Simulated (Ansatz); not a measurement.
Below is a relaxed structure of SiNi. The cell was found from a structure generator's guess, not taken from experiment.

Theory: DFT PBE, scalar-relativistic, plane waves, PAW (Ansatz). Cutoff 420 eV, Γ-centred mesh, Gaussian smearing, no spin polarisation.

```
Si Ni
1.0
     2.64340    0.00000    0.00000
     0.00000    2.64340    0.00000
     0.00000    0.00000    3.25874
Si Ni
1 1
Direct
  0.00000 0.00000 0.00000
  0.50000 0.50000 0.50000
```

Energies over the elements count from the elements' standard structures at the same level, with no fitted energy shifts.

Problem. Find its symmetry and describe it.

Solution. P4/mmm (No. 123), the CuAu (L1_0) type. Conventional cell: a = 2.643 Å, c = 3.259 Å. Si is surrounded by 8 Ni at 2.48 Å and 4 Si at 2.64 Å; around Ni lie 8 Si at 2.48 Å and 4 Ni at 2.64 Å.

Problem. What is its formation energy per atom?

Solution. −0.28 eV/atom.

Problem. Is it a metal?

Solution. Yes, bands cross the Fermi level on the 20×20×16 mesh.

The last run used a 20×20×16 mesh (in the run's order of axes) for its 2-atom cell and Gaussian smearing of 0.10 eV. Trial moments died out on the coarse mesh, so the last step has no spin; another magnetic start might hold. A structure relaxed within its symmetry needn't be a true minimum. Another cell of SiNi relaxed alike, in Pmmn (a cell as deposited in COD), lies 174 meV/atom lower, so this cell isn't the stable form at this level.
